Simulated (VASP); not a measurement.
# MnO2 (P-3m1) in VASP: further runs

The runs below take MnO2 through single point, electron localisation function, with r2SCAN, PBEsol, BLYP+D3(BJ).

Program: VASP 6.6.1. These are calculated values, not measurements. Logs are shortened: lines on timing, memory, paths and dates and some standing lists are left out, and cuts for length are marked.

## Step 1: The structure

The structure is trigonal, space group P-3m1 (No. 164). Conventional cell: a = 2.857 Å, b = 2.857 Å, c = 4.601 Å, α = 90.00°, β = 90.00°, γ = 120.00°. Around Mn (site symmetry -3m) lie 6 O at 1.90 Å. O (site symmetry 3m) has 3 Mn at 1.90 Å as nearest neighbours.

Measurements of this composition are mostly on another form, of space group No. 136.

## Step 2: Single point, r2SCAN, collinear spin, ferromagnetic start

Input file INCAR:

```
SYSTEM = MnO2
PREC = Accurate ; ENCUT = 400
EDIFF = 1E-6 ; ISMEAR = 0
SIGMA = 0.05 ; LREAL = .FALSE.
LASPH = .TRUE. ; NELM = 100
ALGO = Normal ; ISIF = 2
LWAVE = .FALSE. ; LCHARG = .FALSE.
ISPIN = 2 ; MAGMOM = 4 0 0
LORBIT = 11 ; LMAXMIX = 4
METAGGA = R2SCAN ; LMIXTAU = .TRUE.
ADDGRID = .FALSE.
```

Input file KPOINTS:

```
Automatic mesh
0
G
  11 11 6
  0 0 0
```

Input file POSCAR:

```
MnO2
1.0
    2.8565781804      0.0000000000      0.0000000000
   -1.4282890902      2.4738692722      0.0000000000
    0.0000000000      0.0000000000      4.6013740589
Mn O
1 2
Direct
    0.0186700000     -0.0033200000      0.4886240000
    0.3165570000      0.6444560000      0.7182440000
    0.6490790000      0.3390650000      0.3129550000
```

Potentials or basis: VASP PAW PBE potentials, release 64 (Mn_pv, O).

On the command line:

```
$ cat potpaw_PBE.64/Mn_pv/POTCAR potpaw_PBE.64/O/POTCAR > POTCAR
$ mpirun -np 1 vasp_std > vasp.out
```

OUTCAR:

```text
SYSTEM = MnO2
   PREC = Accurate
   ENCUT = 400
   EDIFF = 1E-6
   ISMEAR = 0
   LREAL = .FALSE.
   LASPH = .TRUE.
   NELM = 100
   ISIF = 2
   ISPIN = 2
   LORBIT = 11
   METAGGA = R2SCAN

 Found    364 irreducible k-points:

 Following reciprocal coordinates:
            Coordinates               Weight
  0.000000  0.000000  0.000000      1.000000
  0.090909  0.000000  0.000000      2.000000
  0.000000  0.090909  0.000000      2.000000
 -0.090909  0.090909  0.000000      2.000000
  0.181818  0.000000  0.000000      2.000000
  0.000000  0.181818  0.000000      2.000000
   k-points           NKPTS =    364   k-points in BZ     NKDIM =    364   number of bands    NBANDS=     18
   number of dos      NEDOS =    301   number of ions     NIONS =      3
   total plane-waves  NPLWV =  12000
   dimension x,y,z NGX =    20 NGY =   20 NGZ =   30
   dimension x,y,z NGXF=    40 NGYF=   40 NGZF=   60
   ions per type =               1   2
   NGX,Y,Z   is equivalent  to a cutoff of  11.64, 11.64, 10.84 a.u.
   NGXF,Y,Z  is equivalent  to a cutoff of  23.28, 23.28, 21.68 a.u.
 SYSTEM =  MnO2
   PREC   = accura    normal or accurate (medium, high low for compatibility)
   ISTART =      0    job   : 0-new  1-cont  2-samecut
   ICHARG =      2    charge: 1-file 2-atom 10-const
   ISPIN  =      2    spin polarized calculation?
   LNONCOLLINEAR =      F non collinear calculations
   LSORBIT =      F    spin-orbit coupling
   LASPH  =      T    aspherical Exc in radial PAW
   ENCUT  =  400.0 eV  29.40 Ry    5.42 a.u.   4.66  4.66  7.50*2*pi/ulx,y,z
   NELM   =    100;   NELMIN=  2; NELMDL= -5     # of ELM steps
   EDIFF  = 0.1E-05   stopping-criterion for ELM
   LREAL  =      F    real-space projection
   EDIFFG = 0.1E-04   stopping-criterion for IOM
   NSW    =      0    number of steps for IOM
   IBRION =     -1    ionic relax: 0-MD 1-quasi-New 2-CG
   NFREE  =      0    steps in history (QN), initial steepest desc. (CG)
   ISIF   =      2    stress and relaxation
   ISYM   =      2    0-nonsym 1-usesym 2-fastsym
   POTIM  = 0.5000    time-step for ionic-motion
   TEBEG  =    0.0;   TEEND  =   0.0 temperature during run
   PSTRESS=    0.0 pullay stress
   NELECT =      25.0000    total number of electrons
   NUPDOWN=      -1.0000    fix difference up-down
   EMIN   =  10.00;   EMAX   =-10.00  energy-range for DOS
   EFERMI =   0.00;   METHOD = LEGACY
   ISMEAR =     0;   SIGMA  =   0.05  broadening in eV -4-tet -1-fermi 0-gaus
   EFERMI_NEDOS =   21; number of points for ismear=-14 and -15
   IALGO  =     38    algorithm
   IMIX   =      4    mixing-type and parameters
     AMIX     =   0.40;   BMIX     =  1.00
     AMIX_MAG =   1.60;   BMIX_MAG =  1.00
  volume/ion in A,a.u.               =      10.84        73.15
  Fermi-wavevector in a.u.,A,eV,Ry     =   1.499747  2.834111 30.602787  2.249241
  Thomas-Fermi vector in A             =   2.611337
   LORBIT       =     11    0 simple, 1 ext, 2 COOP (PROOUT), +10 PAW based schemes
   METAGGA = R2SCAN    functional components
   LHFCALC =     F    Hartree Fock is set to
   AEXX    =    0.0000 exact exchange contribution
   IVDW    =     0    specifies the selected vdW correction
   LEPSILON=     F    determine dielectric tensor
   LRPA    =     F    only Hartree local field effects (RPA)
 spin polarized calculation
 Gauss-broadening in eV      SIGMA  =   0.05
  energy-cutoff  :      400.00
  volume of cell :       32.52
 maximum number of plane-waves:       604
   NGX =  9   NGY =  9   NGZ = 15

 number of electron      25.0000006 magnetization       3.0000251

 Free energy of the ion-electron system (eV)
  ---------------------------------------------------
  ext. energy  EPLUGINS =         0.00000000
  ---------------------------------------------------
  free energy    TOTEN  =       -32.23386311 eV

  energy without entropy =      -32.23386311  energy(sigma->0) =      -32.23386311

 E-fermi :   3.0395     XC(G=0): -11.5344

 val. band max:        2.6547920484   @ k =  -0.1818   0.0909   0.5000
 cond. band min:       4.4077430843   @ k =   0.0000   0.0909   0.5000
 fundamental gap:      1.7529510360
 Fermi energy:         3.0394568681

 spin component 1

 k-point     1 :       0.0000    0.0000    0.0000
  band No.  band energies     occupation
      1     -49.6765      1.00000
      2     -49.6640      1.00000
      3     -49.6564      1.00000
      4     -17.9855      1.00000
      5     -15.3344      1.00000
      6      -3.8464      1.00000
[... 10 lines left out ...]
     17      10.5449      0.00000
     18      14.2008      0.00000

 k-point     2 :       0.0909    0.0000    0.0000
  band No.  band energies     occupation
      1     -49.6885      1.00000
      2     -49.6657      1.00000
      3     -49.6569      1.00000
      4     -17.8849      1.00000
      5     -15.3601      1.00000
      6      -3.7353      1.00000
[... 10 lines left out ...]
     17      10.9223      0.00000
     18      14.6100      0.00000

 k-point     3 :       0.0000    0.0909    0.0000
  band No.  band energies     occupation
      1     -49.6841      1.00000
      2     -49.6689      1.00000
      3     -49.6581      1.00000
      4     -17.8845      1.00000
      5     -15.3613      1.00000
      6      -3.7281      1.00000
[... 10 lines left out ...]
     17      10.9268      0.00000
     18      14.6087      0.00000

 k-point     4 :      -0.0909    0.0909    0.0000
  band No.  band energies     occupation
      1     -49.6819      1.00000
      2     -49.6712      1.00000
      3     -49.6572      1.00000
      4     -17.8891      1.00000
      5     -15.3571      1.00000
      6      -3.7623      1.00000
[... 10 lines left out ...]
     17      10.9137      0.00000
     18      14.6167      0.00000

 k-point     5 :       0.1818    0.0000    0.0000
  band No.  band energies     occupation
      1     -49.7232      1.00000
      2     -49.6720      1.00000
      3     -49.6536      1.00000
      4     -17.6111      1.00000
      5     -15.4216      1.00000
      6      -3.6900      1.00000
[... 10 lines left out ...]
     17      11.8746      0.00000
     18      15.6080      0.00000

 k-point     6 :       0.0000    0.1818    0.0000
  band No.  band energies     occupation
      1     -49.7154      1.00000
      2     -49.6797      1.00000
      3     -49.6537      1.00000
      4     -17.6095      1.00000
      5     -15.4260      1.00000
      6      -3.7071      1.00000
[... 10 lines left out ...]
     17      11.8847      0.00000
     18      15.6062      0.00000

 [... further k-points ...]

 spin component 2

 k-point     1 :       0.0000    0.0000    0.0000
  band No.  band energies     occupation
      1     -45.6931      1.00000
      2     -45.5638      1.00000
      3     -45.3781      1.00000
      4     -17.8502      1.00000
      5     -15.2955      1.00000
      6      -2.7715      1.00000
[... 10 lines left out ...]
     17      11.1088      0.00000
     18      14.8839      0.00000

 k-point     2 :       0.0909    0.0000    0.0000
  band No.  band energies     occupation
      1     -45.7081      1.00000
      2     -45.5695      1.00000
      3     -45.3752      1.00000
      4     -17.7460      1.00000
      5     -15.3217      1.00000
      6      -2.7877      1.00000
[... 10 lines left out ...]
     17      11.4598      0.00000
     18      15.2970      0.00000

 k-point     3 :       0.0000    0.0909    0.0000
  band No.  band energies     occupation
      1     -45.7071      1.00000
      2     -45.5706      1.00000
      3     -45.3751      1.00000
      4     -17.7457      1.00000
      5     -15.3229      1.00000
      6      -2.7858      1.00000
[... 10 lines left out ...]
     17      11.4641      0.00000
     18      15.2945      0.00000

 k-point     4 :      -0.0909    0.0909    0.0000
  band No.  band energies     occupation
      1     -45.6967      1.00000
      2     -45.5798      1.00000
      3     -45.3752      1.00000
      4     -17.7507      1.00000
      5     -15.3187      1.00000
      6      -2.7226      1.00000
[... 10 lines left out ...]
     17      11.4501      0.00000
     18      15.3019      0.00000

 k-point     5 :       0.1818    0.0000    0.0000
  band No.  band energies     occupation
      1     -45.7490      1.00000
      2     -45.5831      1.00000
      3     -45.3675      1.00000
      4     -17.4613      1.00000
      5     -15.3870      1.00000
      6      -2.8104      1.00000
[... 10 lines left out ...]
     17      12.3616      0.00000
     18      16.3041      0.00000

 k-point     6 :       0.0000    0.1818    0.0000
  band No.  band energies     occupation
      1     -45.7460      1.00000
      2     -45.5865      1.00000
      3     -45.3670      1.00000
      4     -17.4600      1.00000
      5     -15.3912      1.00000
      6      -2.8022      1.00000
[... 10 lines left out ...]
     17      12.3678      0.00000
     18      16.2987      0.00000

 [... further k-points ...]

------------------------ aborting loop because EDIFF is reached ----------------------------------------

  FORCE on cell =-STRESS in cart. coord.  units (eV):
  Direction    XX          YY          ZZ          XY          YZ          ZX
  --------------------------------------------------------------------------------------
  -------------------------------------------------------------------------------------
  Total        0.1945982      0.4899346     -0.6217114      1.0350171      0.7839109     -1.2474307
  in kB        9.5882416     24.1400566    -30.6329651     50.9973597     38.6248547    -61.4634037
  external PRESSURE =       1.0317777 kB  Pullay stress =       0.0000000 kB

 VOLUME and BASIS-vectors are now :
 -----------------------------------------------------------------------------
  energy-cutoff  :      400.00
  volume of cell :       32.52
      direct lattice vectors                 reciprocal lattice vectors
     2.856578180  0.000000000  0.000000000     0.350069187  0.202112539  0.000000000
    -1.428289090  2.473869272  0.000000000     0.000000000  0.404225078  0.000000000
     0.000000000  0.000000000  4.601374059     0.000000000  0.000000000  0.217326387

 POSITION                                       TOTAL-FORCE (eV/Angst)
 -----------------------------------------------------------------------------------
     -1.37021      2.46566      2.24834        -1.793547     -0.169891      3.777146
     -0.01620      1.59430      3.30491         0.101779      0.498208     -1.255441
      1.36986      0.83880      1.44002         1.691768     -0.328318     -2.521704
 -----------------------------------------------------------------------------------
    total drift:                               -0.013158     -0.003493      0.003988

  FREE ENERGIE OF THE ION-ELECTRON SYSTEM (eV)
  ---------------------------------------------------
  free  energy   TOTEN  =       -32.2338631140 eV

  energy  without entropy=      -32.2338631140  energy(sigma->0) =      -32.23386311

 total charge

# of ion       s       p       d       tot
------------------------------------------
    1        0.394   6.484   4.906  11.785
    2        1.615   3.412   0.000   5.027
    3        1.611   3.530   0.000   5.141
--------------------------------------------------
tot          3.620  13.427   4.906  21.953

 magnetization (x)

# of ion       s       p       d       tot
------------------------------------------
    1        0.029   0.040   2.831   2.899
    2        0.005  -0.027   0.000  -0.023
    3        0.004   0.058   0.000   0.062
--------------------------------------------------
tot          0.037   0.070   2.831   2.938
```

Wall time 8.6 min (1 thread of Intel Xeon 6975P-C (Granite Rapids), shared host); peak memory 0.32 GiB.

These settings aren't checked as converged: the numbers below hold their error.

What came out:

```yaml
Free_energy: -32.2339 eV
Largest_force: 4.185 eV/Å
Band_gap_on_the_k_mesh: 1.75 eV, indirect (least direct gap 1.78 eV)
Net_moment: 3.00 μB per cell
Site_moments: Mn +2.90; O -0.02, +0.06 μB
Valence_electrons_inside_the_program's_atomic_spheres: Mn 11.79; O 5.03, 5.14
```

Caveat: the cutoff is under 1.25 times the usual one of these potentials, so pressure, stress and relaxed cells hold a basis-set (Pulay) error; the PAW data sets were made with another functional, which shifts forces and pressure a little; an odd mesh through Γ misses points on the zone boundary, where band edges often lie; a cell with one magnetic atom can't hold antiferromagnetic order, which such compounds often take.

## Step 3: Single point, r2SCAN, collinear spin, ferromagnetic start

INCAR, as its differences from that of step 2:

```diff
@@ -1,3 +1,3 @@
 SYSTEM = MnO2
-PREC = Accurate ; ENCUT = 400
+PREC = Accurate ; ENCUT = 900
 EDIFF = 1E-6 ; ISMEAR = 0
```

Input file KPOINTS:

```
Automatic mesh
0
G
  8 8 4
  0 0 0
```

Input file POSCAR:

```
MnO2
1.0
    2.8565781804      0.0000000000      0.0000000000
   -1.4282890902      2.4738692722      0.0000000000
    0.0000000000      0.0000000000      4.6013740589
Mn O
1 2
Direct
    0.0000000000      0.0000000000      0.5000000000
    0.3333333333      0.6666666667      0.7062925700
    0.6666666667      0.3333333333      0.2937074300
```

Potentials or basis: VASP PAW PBE potentials, release 64 (Mn_pv, O).

On the command line:

```
$ cat potpaw_PBE.64/Mn_pv/POTCAR potpaw_PBE.64/O/POTCAR > POTCAR
$ mpirun -np 1 vasp_std > vasp.out
```

Run time: 2.5 min. Hardware: 1 thread of Intel Xeon 6975P-C (Granite Rapids), shared host; peak memory 0.27 GiB.

These settings aren't checked as converged: the numbers below hold their error.

Results:

| Quantity | Value |
| --- | --- |
| Free energy | -32.5471 eV |
| Pressure | 0.5 GPa |
| Largest force | 0.003 eV/Å |
| Band gap on the k mesh | 1.88 eV, indirect (least direct gap 1.99 eV) |
| Net moment | 3.00 μB per cell |
| Site moments | Mn +2.93; O +0.01 μB |
| Valence electrons inside the program's atomic spheres | Mn 11.71; O 5.03 |

Caveat: the PAW data sets were made with another functional, which shifts forces and pressure a little; a cell with one magnetic atom can't hold antiferromagnetic order, which such compounds often take.

## Step 4: Single point, PBEsol, collinear spin, ferromagnetic start

Input file INCAR:

```
  ALGO = Fast
  EDIFF = 1E-7
  ENCUT = 550
  GGA = PS
  ISIF = 2
  ISMEAR = 0
  ISPIN = 2
  LASPH = True
  LCHARG = True
  LELF = True
  LMAXMIX = 4
  LORBIT = 11
  LREAL = False
  LVHAR = True
  LWAVE = False
  MAGMOM = 4 0 0
  NBANDS = 20
  NELM = 150
  PREC = Accurate
  SIGMA = 0.1
```

Input file KPOINTS:

```
k-points
0
Gamma
  11 11 6
```

Input file POSCAR:

```
MnO2
2.8566
    0.999992361689      0.000000000000      0.000000000000
   -0.499996180844      0.866018788840      0.000000000000
    0.000000000000      0.000000000000      1.610786970139
Mn O
1 2
Direct
    0.0000000000      0.0000000000      0.5000000000
    0.3333333333      0.6666666667      0.7062925700
    0.6666666667      0.3333333333      0.2937074300
```

Potentials or basis: VASP PAW PBE potentials, release 64 (Mn_GW, O_GW).

On the command line:

```
$ cat potpaw_PBE.64/Mn_GW/POTCAR potpaw_PBE.64/O_GW/POTCAR > POTCAR
$ mpirun -np 1 vasp_std > vasp.out
```

Wall time 2.5 min (1 thread of Intel Xeon Platinum 8488C (Sapphire Rapids), shared host); peak memory 0.24 GiB.

Results (log left out):

* Free energy: -25.1292 eV
* Pressure: -2.3 GPa
* Largest force: 0.152 eV/Å
* Band gap on the k mesh: 0.70 eV, indirect (least direct gap 0.75 eV)
* Net moment: 3.00 μB per cell
* Site moments: Mn +2.83; O +0.04 μB
* Valence electrons inside the program's atomic spheres: Mn 6.40; O 4.90

Forces on the atoms (eV/Å):
```
Mn   0.000  0.000  0.000
O    0.000  0.000 -0.152
O    0.000  0.000  0.152
```

Stress tensor (GPa, compression positive):
```
-3.17  0.00  0.00
 0.00 -3.17  0.00
 0.00  0.00 -0.65
```

Levels at points of the mesh, in eV from the valence-band top:
Spin up:
```
           k point  band 9  band 10  band 11  band 12  band 13  band 14
(0.00, 0.00, 0.00)   -1.45    -1.20    -0.38     2.79     2.79     7.00
(0.00, 0.00, 0.50)   -1.49    -1.49    -0.06     2.85     2.85     9.05
```
Spin down:
| k point | band 4 | band 5 | band 6 | band 7 | band 8 | band 9 | band 10 | band 11 | band 12 | band 13 |
| --- | --- | --- | --- | --- | --- | --- | --- | --- | --- | --- |
| (0.00, 0.00, 0.00) | -5.10 | -5.10 | -1.37 | -1.37 | -1.03 | 0.70 | 0.70 | 2.33 | 4.16 | 4.16 |
| (0.00, 0.00, 0.50) | -5.08 | -4.64 | -2.38 | -1.41 | -1.41 | 0.70 | 0.70 | 2.47 | 4.21 | 4.21 |

Caveat: the PAW data sets were made with another functional, which shifts forces and pressure a little; an odd mesh through Γ misses points on the zone boundary, where band edges often lie; a cell with one magnetic atom can't hold antiferromagnetic order, which such compounds often take.

## Step 5: Single point, PBEsol, collinear spin, ferromagnetic start

Input file run.py:

```python
from ase.calculators.vasp import Vasp
from ase.dft.bandgap import bandgap
from ase.io import read

atoms = read('MnO2.xyz')
atoms.set_initial_magnetic_moments([4.0, 0.0, 0.0])
calc = Vasp(
    directory='calc',
    xc='pbesol',
    pp='PBE',
    setups={'base': 'minimal', 'Mn': '_GW', 'O': '_GW'},
    prec='Accurate',
    encut=550,
    ediff=1e-06,
    ismear=0,
    sigma=0.1,
    lreal=False,
    lasph=True,
    nelm=120,
    algo='Normal',
    isif=2,
    lwave=False,
    lcharg=False,
    ispin=2,
    lorbit=11,
    lmaxmix=4,
    kpts=[11, 11, 6],
    gamma=True,
    nbands=20,
)
atoms.calc = calc

print('energy (eV):', atoms.get_potential_energy())
print('free energy (eV):', atoms.get_potential_energy(force_consistent=True))
print('forces (eV/A):')
print(atoms.get_forces())
print('stress (eV/A^3, Voigt):', atoms.get_stress())
print('Fermi level (eV):', calc.get_fermi_level())
print('moment (muB):', atoms.get_magnetic_moment())
print('site moments (muB):', atoms.get_magnetic_moments())
gap, top, bottom = bandgap(calc)
print('band gap (eV):', gap, 'from (spin, k, band)', top, 'to', bottom)
```

Input file MnO2.xyz:

```xyz
3
Lattice="2.8565781804 0.0000000000 0.0000000000 -1.4282890902 2.4738692722 0.0000000000 0.0000000000 0.0000000000 4.6013740589" Properties=species:S:1:pos:R:3 pbc="T T T"
Mn     0.0000000000      0.0000000000      2.3006870294
O     -0.0000000001      1.6492461815      3.2499163096
O      1.4282890903      0.8246230907      1.3514577493
```

On the command line:

```
$ python run.py
```

Run time: 1.9 min. Hardware: 1 thread of Intel Xeon Platinum 8488C (Sapphire Rapids), shared host; peak memory 0.24 GiB.

Results (log left out):

```yaml
Free_energy: -25.1292 eV
Pressure: -2.4 GPa
Largest_force: 0.153 eV/Å
Band_gap_on_the_k_mesh: 0.70 eV, indirect (least direct gap 0.75 eV)
Net_moment: 3.00 μB per cell
Site_moments: Mn +2.83; O +0.04 μB
Valence_electrons_inside_the_program's_atomic_spheres: Mn 6.40; O 4.90
```

Forces in eV/Å, atoms in the order of the input:
```
Mn   0.000  0.000  0.000
O    0.000  0.000 -0.153
O    0.000  0.000  0.153
```

Stress tensor (GPa, compression positive):
```
-3.19  0.00  0.00
 0.00 -3.19  0.00
 0.00  0.00 -0.67
```

Levels at points of the mesh, in eV from the valence-band top:
Spin up:
| k point | band 8 | band 9 | band 10 | band 11 | band 12 | band 13 | band 14 | band 15 |
| --- | --- | --- | --- | --- | --- | --- | --- | --- |
| (0.00, 0.00, 0.00) | -1.45 | -1.45 | -1.20 | -0.38 | 2.79 | 2.79 | 7.00 | 10.16 |
| (0.00, 0.00, 0.50) | -2.43 | -1.49 | -1.49 | -0.06 | 2.85 | 2.85 | 9.05 | 9.35 |
Spin down:
| k point | band 4 | band 5 | band 6 | band 7 | band 8 | band 9 | band 10 | band 11 | band 12 | band 13 |
| --- | --- | --- | --- | --- | --- | --- | --- | --- | --- | --- |
| (0.00, 0.00, 0.00) | -5.10 | -5.10 | -1.37 | -1.37 | -1.03 | 0.70 | 0.70 | 2.33 | 4.16 | 4.16 |
| (0.00, 0.00, 0.50) | -5.08 | -4.64 | -2.38 | -1.41 | -1.41 | 0.70 | 0.70 | 2.47 | 4.21 | 4.21 |

Caveat: the PAW data sets were made with another functional, which shifts forces and pressure a little; an odd mesh through Γ misses points on the zone boundary, where band edges often lie; a cell with one magnetic atom can't hold antiferromagnetic order, which such compounds often take.

(Continued in part 2 of 2.)
